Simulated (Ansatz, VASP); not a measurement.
## In: VASP beside Ansatz

```
In
1.0
     3.23542    0.00000    0.00000
    -1.61771    2.80196    0.00000
     0.00000    0.00000    5.34387
In
2
Direct
  0.33333 0.66667 0.25000
  0.66667 0.33333 0.75000
```

Change from the starting cell: strain -0.030 along x and y, -0.030 along z, atoms carried along.

Alike in both runs: task single point; functional PBE; dispersion D3(BJ); k mesh 18 × 18 × 10; occupations gaussian, width 0.15 eV; no spin polarisation.

|  | VASP | Ansatz |
| --- | --- | --- |
| version | VASP 6.6.1 | Ansatz 0.2.0 |
| potentials or method | VASP PAW PBE potentials, release 64 (In_d) | scalar-relativistic, plane waves, PAW |
| plane-wave cutoff (eV) | 520 | 420 |
| valence electrons in the cell | 26 | 26 |

|  | VASP | Ansatz | Ansatz less VASP |
| --- | --- | --- | --- |
| gap on the k mesh at the Fermi level (eV) | none | none | - |
| pressure (GPa) | 3.9 | 4.0 | +0.05 |
| largest component of the traceless stress (GPa) | 0.32 | 0.31 | -0.006 |

A gap of «none» marks a metal or a gap that the smearing closes.

Caveats: pairwise dispersion overbinds metals, which lowers pressure and volume.
